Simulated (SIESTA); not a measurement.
Crystal: CdSe (Cadmoselite).

```
Cd Se
1.0
     4.30000    0.00000    0.00000
    -2.15000    3.72391    0.00000
     0.00000    0.00000    7.02000
Cd Se
2 2
Direct
  0.66667 0.33333 0.50000
  0.33333 0.66667 0.00000
  0.66667 0.33333 0.88500
  0.33333 0.66667 0.38500
```

Base run:

| Quantity | Value |
| --- | --- |
| Program | SIESTA 5.4.2 |
| Functional | AM05 |
| Potentials or basis | PseudoDojo 0.4 standard (PBEsol files) |
| Basis | DZP (energy shift 0.003 Ry; two zetas on semicore shells) |
| Grid cutoff | 800 Ry |
| Energy shift | 0.003 Ry |
| k mesh | 7 × 7 × 4 |
| Occupations | fermi-dirac, width 0.05 eV |
| Spin | no spin polarisation |

Its results: band gap on the k mesh 0.89 eV, direct; pressure 0.9 GPa; largest force 0.298 eV/Å.

Q: The run is repeated on the same cell with these changes: functional from AM05 to PBEsol. What comes out?

A: Band gap on the k mesh 0.81 eV, direct; pressure 0.4 GPa; largest force 0.306 eV/Å.

Caveats: the basis of atomic orbitals isn't converged, which shifts pressures, moduli and gaps; the potentials were made for another functional, which shifts forces and pressure (some runs).

Not every run made on this cell is shown here.
